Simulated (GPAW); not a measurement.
# CuO (P-6m2) in GPAW: relaxation of cell and atoms with revTPSS

Aim: the relaxation of cell and atoms of CuO with revTPSS.

All numbers are computed with GPAW 26.7.0; they aren't measurements. Logs are shortened: lines on timing, memory, paths and dates and some standing lists are left out, and cuts for length are marked. The log counts tension as positive stress, the text compression.

**1. The structure**

Symmetry: P-6m2, No. 187, hexagonal system. Conventional cell: a = 2.836 Å, b = 2.836 Å, c = 2.768 Å, α = 90.00°, β = 90.00°, γ = 120.00°. Cu (site symmetry -6m2) has 6 O at 2.14 Å as nearest neighbours. O (site symmetry -6m2) has 6 Cu at 2.14 Å as nearest neighbours.

Measurements of this composition are mostly on another form, of space group No. 15.

**2. Relaxation of cell and atoms, revTPSS**

run.py reads:

```python
from ase.filters import FrechetCellFilter
from ase.io import read, write
from ase.optimize import LBFGS
from gpaw import GPAW, PW

atoms = read('CuO.cif')

calc = GPAW(mode=PW(800),
            xc='MGGA_X_REVTPSS+MGGA_C_REVTPSS',
            kpts={'size': (8, 8, 7), 'gamma': True},
            occupations={'name': 'fermi-dirac', 'width': 0.05},
            nbands=19,
            convergence={'density': 1e-06, 'energy': 1e-06, 'eigenstates': 1e-10},
            eigensolver='davidson',
            maxiter=150,
            txt='gpaw.txt')
atoms.calc = calc
opt = LBFGS(FrechetCellFilter(atoms), trajectory='relax.traj', logfile='-')
done = opt.run(fmax=0.02, steps=100)
calc.write('gs.gpw')
write('result.traj', atoms)
print('Converged:', done)
print('Cell:', atoms.cell.cellpar().round(4))
print('Volume:', round(atoms.get_volume(), 4))
print(atoms.get_scaled_positions().round(5))
```

CuO.cif reads:

```cif
data_CuO
_cell_length_a 2.83632511
_cell_length_b 2.83632511
_cell_length_c 2.76811278
_cell_angle_alpha 90.00000000
_cell_angle_beta 90.00000000
_cell_angle_gamma 120.00000000
_space_group_name_H-M_alt 'P-6m2'
_space_group_name_Hall 'P -6 2'
_space_group_IT_number 187
loop_
_space_group_symop_operation_xyz
'x,y,z'
'-x+y,-x,-z'
'-y,x-y,z'
'x,y,-z'
'-x+y,-x,z'
'-y,x-y,-z'
'-y,-x,-z'
'x,x-y,z'
'-x+y,y,-z'
'-y,-x,z'
'x,x-y,-z'
'-x+y,y,z'
loop_
_atom_site_label
_atom_site_type_symbol
_atom_site_symmetry_multiplicity
_atom_site_Wyckoff_symbol
_atom_site_fract_x
_atom_site_fract_y
_atom_site_fract_z
_atom_site_occupancy
Cu1 Cu 1 a 0.0000000000 0.0000000000 0.0000000000 1
O1 O 1 f 0.6666666667 0.3333333333 0.5000000000 1
```

Potentials or basis: GPAW PAW data sets (gpaw-data 1.2.1), pw.

Launch:

```console
OMP_NUM_THREADS=1 python run.py
```

gpaw.txt:

```text
__  _  _
 | _ |_)|_||  |
 |__||  | ||/\| - 26.7.0

Input parameters:
  mode=PW(ecut=800.0),
  convergence={'density': 1e-06, 'energy': 1e-06, 'eigenstates': 1e-10},
  eigensolver=Davidson(niter=2),
  kpts=MonkhorstPack(size=(8, 8, 7), gamma=True),
  maxiter=150,
  nbands=19,
  occupations=Occupations(name='fermi-dirac', width=0.05),
  xc=XC(name='MGGA_X_REVTPSS+MGGA_C_REVTPSS')

Diagonalizing LCAO Hamiltonian
Converting LCAO to pw mode

           O

       Cu

Atoms  # Å, Bohr magnetons
|   | symbol |        x |        y |        z |    initial magnetic moments |
|---|--------|----------|----------|----------|-----------------------------|
| 0 |     Cu | 0.000000 | 0.000000 | 0.000000 | ( 0.0000,  0.0000,  0.0000) |
| 1 |      O | 1.418163 | 0.818777 | 1.384056 | ( 0.0000,  0.0000,  0.0000) |

Unit cell  # Å
| periodic |         x |        y |        z |  lengths |     angles |
|----------|-----------|----------|----------|----------|------------|
|      yes |  2.836325 | 0.000000 | 0.000000 | 2.836325 |  90.000000 |
|      yes | -1.418163 | 2.456330 | 0.000000 | 2.836325 |  90.000000 |
|      yes |  0.000000 | 0.000000 | 2.768113 | 2.768113 | 120.000000 |

Number of symmetries: 12
Symmetry operations  # r_c * U_cc + t_c -> r_c
|    | kind |            matrix            |
|----|------|------------------------------|
|  0 |  σ   |  1, 1, 0,  0,-1, 0,  0, 0, 1 |
|  1 |  C2  |  1, 1, 0,  0,-1, 0,  0, 0,-1 |
|  2 |  E   |  1, 0, 0,  0, 1, 0,  0, 0, 1 |
|  3 |  σ   |  1, 0, 0,  0, 1, 0,  0, 0,-1 |
|  4 |  C3  |  0, 1, 0, -1,-1, 0,  0, 0, 1 |
|  5 |  S3  |  0, 1, 0, -1,-1, 0,  0, 0,-1 |
|  6 |  σ   |  0,-1, 0, -1, 0, 0,  0, 0, 1 |
|  7 |  C2  |  0,-1, 0, -1, 0, 0,  0, 0,-1 |
[... 130 lines left out ...]
convergence criteria:
- Maximum integral of absolute [dens]ity change: 1e-06 electrons / valence electron
- Maximum [total energy] change in last 3 cyles: 1e-06 eV / valence electron
- Maximum integral of absolute [eigenst]ate change: 1e-10 eV^2 / valence electron
maximum number of iterations: 150

SCF iterations
|iter     | |      energy | eigst |  dens |
|---------|-|-------------|-------|-------|
|iter:   1| |  120.179577 | +3.33 |       |
|iter:   2| |   40.631384 | +1.60 | -0.52 |
|iter:   3| |  -10.736308 | +0.94 | -0.63 |
|iter:   4| |  -11.406936 | -0.63 | -0.70 |
|iter:   5| |   -6.336302 | -1.38 | -0.76 |
|iter:   6| |   -6.496616 | -3.09 | -1.08 |
|iter:   7| |   -5.778250 | -2.02 | -1.12 |
|iter:   8| |   -5.769320 | -2.90 | -1.47 |
|iter:   9| |   -5.725284 | -2.85 | -1.59 |
|iter:  10| |   -5.757993 | -3.30 | -1.95 |
|iter:  11| |   -5.744611 | -4.72 | -1.75 |
|iter:  12| |   -5.709425 | -3.29 | -1.80 |
|iter:  13| |   -5.712117 | -4.86 | -2.59 |
|iter:  14| |   -5.712448 | -4.85 | -2.66 |
|iter:  15| |   -5.712345 | -4.96 | -2.82 |
|iter:  16| |   -5.712351 | -6.72 | -3.85 |
|iter:  17| |   -5.712348c| -7.62 | -4.16 |
|iter:  18| |   -5.712348c| -9.09 | -4.93 |
|iter:  19| |   -5.712349c| -9.86 | -5.32 |
|iter:  20| |   -5.712349c|-11.03c| -6.26c|
[... 60 lines left out ...]
           O

       Cu

Atoms  # Å, Bohr magnetons
|   | symbol |        x |        y |        z |    initial magnetic moments |
|---|--------|----------|----------|----------|-----------------------------|
| 0 |     Cu | 0.000000 | 0.000000 | 0.000000 | ( 0.0000,  0.0000,  0.0000) |
| 1 |      O | 1.415955 | 0.817502 | 1.376891 | ( 0.0000,  0.0000,  0.0000) |

Unit cell  # Å
| periodic |         x |        y |        z |  lengths |     angles |
|----------|-----------|----------|----------|----------|------------|
|      yes |  2.831909 | 0.000000 | 0.000000 | 2.831909 |  90.000000 |
|      yes | -1.415955 | 2.452505 | 0.000000 | 2.831909 |  90.000000 |
|      yes |  0.000000 | 0.000000 | 2.753782 | 2.753782 | 120.000000 |

Number of symmetries: 12
Symmetry operations  # r_c * U_cc + t_c -> r_c
|    | kind |            matrix            |
|----|------|------------------------------|
|  0 |  σ   |  1, 1, 0,  0,-1, 0,  0, 0, 1 |
|  1 |  C2  |  1, 1, 0,  0,-1, 0,  0, 0,-1 |
|  2 |  E   |  1, 0, 0,  0, 1, 0,  0, 0, 1 |
|  3 |  σ   |  1, 0, 0,  0, 1, 0,  0, 0,-1 |
|  4 |  C3  |  0, 1, 0, -1,-1, 0,  0, 0, 1 |
|  5 |  S3  |  0, 1, 0, -1,-1, 0,  0, 0,-1 |
|  6 |  σ   |  0,-1, 0, -1, 0, 0,  0, 0, 1 |
|  7 |  C2  |  0,-1, 0, -1, 0, 0,  0, 0,-1 |
[... 130 lines left out ...]
convergence criteria:
- Maximum integral of absolute [dens]ity change: 1e-06 electrons / valence electron
- Maximum [total energy] change in last 3 cyles: 1e-06 eV / valence electron
- Maximum integral of absolute [eigenst]ate change: 1e-10 eV^2 / valence electron
maximum number of iterations: 150

SCF iterations
|iter     | |      energy | eigst |  dens |
|---------|-|-------------|-------|-------|
|iter:   1| |16738.164228 |       |       |
|iter:   2| |   -6.083508 | +0.01 | -0.64 |
|iter:   3| |   -6.108268 | -1.85 | -1.20 |
|iter:   4| |   -5.760453 | -2.47 | -1.31 |
|iter:   5| |   -5.719100 | -2.99 | -1.68 |
|iter:   6| |   -5.722562 | -4.22 | -2.16 |
|iter:   7| |   -5.721064 | -4.46 | -2.25 |
|iter:   8| |   -5.719783 | -4.33 | -2.45 |
|iter:   9| |   -5.720009 | -5.70 | -3.04 |
|iter:  10| |   -5.720028 | -6.83 | -3.00 |
|iter:  11| |   -5.719900 | -5.84 | -2.98 |
|iter:  12| |   -5.719896 | -5.91 | -3.29 |
|iter:  13| |   -5.719886c| -6.42 | -3.58 |
|iter:  14| |   -5.719886c| -7.57 | -4.38 |
|iter:  15| |   -5.719885c| -8.47 | -4.57 |
|iter:  16| |   -5.719885c| -9.39 | -5.24 |
|iter:  17| |   -5.719885c|-10.29c| -5.86 |
|iter:  18| |   -5.719885c|-11.13c| -6.02c|
[... 60 lines left out ...]
           O

       Cu

Atoms  # Å, Bohr magnetons
|   | symbol |         x |         y |        z |    initial magnetic moments |
|---|--------|-----------|-----------|----------|-----------------------------|
| 0 |     Cu | -0.000000 | -0.000000 | 0.000000 | ( 0.0000,  0.0000,  0.0000) |
| 1 |      O |  1.409160 |  0.813579 | 1.350655 | ( 0.0000,  0.0000,  0.0000) |

Unit cell  # Å
| periodic |         x |         y |        z |  lengths |     angles |
|----------|-----------|-----------|----------|----------|------------|
|      yes |  2.818320 | -0.000000 | 0.000000 | 2.818320 |  90.000000 |
|      yes | -1.409160 |  2.440737 | 0.000000 | 2.818320 |  90.000000 |
|      yes |  0.000000 |  0.000000 | 2.701311 | 2.701311 | 120.000000 |

Number of symmetries: 12
Symmetry operations  # r_c * U_cc + t_c -> r_c
|    | kind |            matrix            |
|----|------|------------------------------|
|  0 |  σ   |  1, 1, 0,  0,-1, 0,  0, 0, 1 |
|  1 |  C2  |  1, 1, 0,  0,-1, 0,  0, 0,-1 |
|  2 |  E   |  1, 0, 0,  0, 1, 0,  0, 0, 1 |
|  3 |  σ   |  1, 0, 0,  0, 1, 0,  0, 0,-1 |
|  4 |  C3  |  0, 1, 0, -1,-1, 0,  0, 0, 1 |
|  5 |  S3  |  0, 1, 0, -1,-1, 0,  0, 0,-1 |
|  6 |  σ   |  0,-1, 0, -1, 0, 0,  0, 0, 1 |
|  7 |  C2  |  0,-1, 0, -1, 0, 0,  0, 0,-1 |
|  8 |  σ   | -1, 0, 0,  1, 1, 0,  0, 0, 1 |
|  9 |  C2  | -1, 0, 0,  1, 1, 0,  0, 0,-1 |
| 10 |  C3  | -1,-1, 0,  1, 0, 0,  0, 0, 1 |
| 11 |  S3  | -1,-1, 0,  1, 0, 0,  0, 0,-1 |
[... 212 lines left out ...]
           O

       Cu

Atoms  # Å, Bohr magnetons
|   | symbol |         x |         y |        z |    initial magnetic moments |
|---|--------|-----------|-----------|----------|-----------------------------|
| 0 |     Cu | -0.000000 | -0.000000 | 0.000000 | ( 0.0000,  0.0000,  0.0000) |
| 1 |      O |  1.410394 |  0.814291 | 1.350603 | ( 0.0000,  0.0000,  0.0000) |

Unit cell  # Å
| periodic |         x |        y |        z |  lengths |     angles |
|----------|-----------|----------|----------|----------|------------|
|      yes |  2.820787 | 0.000000 | 0.000000 | 2.820787 |  90.000000 |
|      yes | -1.410394 | 2.442874 | 0.000000 | 2.820787 |  90.000000 |
|      yes |  0.000000 | 0.000000 | 2.701206 | 2.701206 | 120.000000 |

Number of symmetries: 12
Symmetry operations  # r_c * U_cc + t_c -> r_c
|    | kind |            matrix            |
|----|------|------------------------------|
|  0 |  σ   |  1, 1, 0,  0,-1, 0,  0, 0, 1 |
|  1 |  C2  |  1, 1, 0,  0,-1, 0,  0, 0,-1 |
|  2 |  E   |  1, 0, 0,  0, 1, 0,  0, 0, 1 |
|  3 |  σ   |  1, 0, 0,  0, 1, 0,  0, 0,-1 |
|  4 |  C3  |  0, 1, 0, -1,-1, 0,  0, 0, 1 |
|  5 |  S3  |  0, 1, 0, -1,-1, 0,  0, 0,-1 |
|  6 |  σ   |  0,-1, 0, -1, 0, 0,  0, 0, 1 |
|  7 |  C2  |  0,-1, 0, -1, 0, 0,  0, 0,-1 |
[... 203 lines left out ...]
Stress tensor  # eV/Ang^3
|         x |         y |        z |
|-----------|-----------|----------|
| -0.010743 | -0.000000 | 0.000000 |
| -0.000000 | -0.010743 | 0.000000 |
|  0.000000 |  0.000000 | 0.005500 |

Forces  # eV/Ang
|       x |        y |       z |
|---------|----------|---------|
| 0.00000 |  0.00000 | 0.00000 |  # Cu   0
| 0.00000 | -0.00000 | 0.00000 |  # O    1

Interpolating wave functions to new cell

           O

       Cu

Atoms  # Å, Bohr magnetons
|   | symbol |         x |        y |        z |    initial magnetic moments |
|---|--------|-----------|----------|----------|-----------------------------|
| 0 |     Cu | -0.000000 | 0.000000 | 0.000000 | ( 0.0000,  0.0000,  0.0000) |
| 1 |      O |  1.418348 | 0.818883 | 1.345205 | ( 0.0000,  0.0000,  0.0000) |

Unit cell  # Å
| periodic |         x |        y |        z |  lengths |     angles |
|----------|-----------|----------|----------|----------|------------|
|      yes |  2.836696 | 0.000000 | 0.000000 | 2.836696 |  90.000000 |
|      yes | -1.418348 | 2.456650 | 0.000000 | 2.836696 |  90.000000 |
|      yes |  0.000000 | 0.000000 | 2.690410 | 2.690410 | 120.000000 |

Number of symmetries: 12
Symmetry operations  # r_c * U_cc + t_c -> r_c
|    | kind |            matrix            |
|----|------|------------------------------|
|  0 |  σ   |  1, 1, 0,  0,-1, 0,  0, 0, 1 |
|  1 |  C2  |  1, 1, 0,  0,-1, 0,  0, 0,-1 |
|  2 |  E   |  1, 0, 0,  0, 1, 0,  0, 0, 1 |
|  3 |  σ   |  1, 0, 0,  0, 1, 0,  0, 0,-1 |
|  4 |  C3  |  0, 1, 0, -1,-1, 0,  0, 0, 1 |
|  5 |  S3  |  0, 1, 0, -1,-1, 0,  0, 0,-1 |
|  6 |  σ   |  0,-1, 0, -1, 0, 0,  0, 0, 1 |
|  7 |  C2  |  0,-1, 0, -1, 0, 0,  0, 0,-1 |
[... 201 lines left out ...]
Stress tensor  # eV/Ang^3
|         x |         y |        z |
|-----------|-----------|----------|
| -0.000009 |  0.000000 | 0.000000 |
|  0.000000 | -0.000009 | 0.000000 |
|  0.000000 |  0.000000 | 0.004827 |

Forces  # eV/Ang
|       x |        y |       z |
|---------|----------|---------|
| 0.00000 | -0.00000 | 0.00000 |  # Cu   0
| 0.00000 |  0.00000 | 0.00000 |  # O    1

Interpolating wave functions to new cell

           O

       Cu

Atoms  # Å, Bohr magnetons
|   | symbol |         x |        y |        z |    initial magnetic moments |
|---|--------|-----------|----------|----------|-----------------------------|
| 0 |     Cu | -0.000000 | 0.000000 | 0.000000 | ( 0.0000,  0.0000,  0.0000) |
| 1 |      O |  1.419563 | 0.819585 | 1.342708 | ( 0.0000,  0.0000,  0.0000) |

Unit cell  # Å
| periodic |         x |         y |        z |  lengths |     angles |
|----------|-----------|-----------|----------|----------|------------|
|      yes |  2.839127 | -0.000000 | 0.000000 | 2.839127 |  90.000000 |
|      yes | -1.419563 |  2.458756 | 0.000000 | 2.839127 |  90.000000 |
|      yes |  0.000000 |  0.000000 | 2.685415 | 2.685415 | 120.000000 |

Number of symmetries: 12
Symmetry operations  # r_c * U_cc + t_c -> r_c
|    | kind |            matrix            |
|----|------|------------------------------|
|  0 |  σ   |  1, 1, 0,  0,-1, 0,  0, 0, 1 |
|  1 |  C2  |  1, 1, 0,  0,-1, 0,  0, 0,-1 |
|  2 |  E   |  1, 0, 0,  0, 1, 0,  0, 0, 1 |
|  3 |  σ   |  1, 0, 0,  0, 1, 0,  0, 0,-1 |
|  4 |  C3  |  0, 1, 0, -1,-1, 0,  0, 0, 1 |
|  5 |  S3  |  0, 1, 0, -1,-1, 0,  0, 0,-1 |
|  6 |  σ   |  0,-1, 0, -1, 0, 0,  0, 0, 1 |
|  7 |  C2  |  0,-1, 0, -1, 0, 0,  0, 0,-1 |
|  8 |  σ   | -1, 0, 0,  1, 1, 0,  0, 0, 1 |
|  9 |  C2  | -1, 0, 0,  1, 1, 0,  0, 0,-1 |
| 10 |  C3  | -1,-1, 0,  1, 0, 0,  0, 0, 1 |
| 11 |  S3  | -1,-1, 0,  1, 0, 0,  0, 0,-1 |
[... 206 lines left out ...]
Forces  # eV/Ang
|        x |        y |       z |
|----------|----------|---------|
| -0.00000 | -0.00000 | 0.00000 |  # Cu   0
|  0.00000 |  0.00000 | 0.00000 |  # O    1

# Writing to gs.gpw (mode='')
```

Wall time 4.3 min (1 thread of Arm Neoverse V2, shared host); peak memory 0.56 GiB.

Results:

```yaml
Free_energy: -5.7462 eV
Relaxed_volume: 9.37 Å³/atom
Relaxed_cell: a = 2.839 Å, b = 2.839 Å, c = 2.685 Å, α = 90.00°, β = 90.00°, γ = 120.00°
Space_group_after_relaxing_to_0.05_Å: P-6m2 (No. 187)
Energy_gained_by_relaxing: 10.2 meV/atom
Ionic_steps: 6
Pressure_after_relaxing: -0.1 GPa
Band_gap_on_the_k_mesh: none (metal or under the smearing width)
```

Step by step:
| step | energy change (eV) | largest force (eV/Å) | pressure (GPa) | volume (Å³) |
| --- | --- | --- | --- | --- |
| 1 | 0.0000 | 0.0000 | -6.44 | 19.29 |
| 2 | -0.0075 | 0.0000 | -4.87 | 19.13 |
| 3 | -0.0176 | 0.0000 | 1.17 | 18.58 |
| 4 | -0.0181 | 0.0000 | 0.85 | 18.61 |
| 5 | -0.0203 | 0.0000 | -0.26 | 18.75 |
| 6 | -0.0204 | 0.0000 | -0.13 | 18.75 |

Final structure:
```
Cu O
1.0
     2.83913    0.00000    0.00000
    -1.41956    2.45876    0.00000
     0.00000    0.00000    2.68542
Cu O
1 1
Cartesian
  0.0000 0.0000 0.0000
  1.4196 0.8196 1.3427
```

Levels at points of the mesh, in eV from the Fermi level:
| k point | band 6 | band 7 | band 8 | band 9 | band 10 | band 11 | band 12 | band 13 |
| --- | --- | --- | --- | --- | --- | --- | --- | --- |
| (0.00, 0.00, 0.00) | -1.72 | -1.72 | -0.14 | -0.14 | 1.05 | 15.41 | 16.47 | 16.47 |
| (0.50, 0.50, 0.00) | -1.83 | -1.39 | -1.27 | 0.34 | 6.02 | 9.10 | 15.51 | 17.56 |

Caveat: with this Cu data set, volumes or pressures lay over 1.5 % or 2 GPa off other programs in two to four cells of ten; later steps reuse the first step's grids; the PAW data sets were made with another functional, which shifts forces and pressure a little; an odd number of electrons without spin polarisation forces a metal; a magnetic or distorted state may lie lower; the run has no spin polarisation, though such a crystal can be magnetic; semilocal functionals often make such compounds metallic where correlation or magnetic order opens a gap, which also shifts bond lengths.
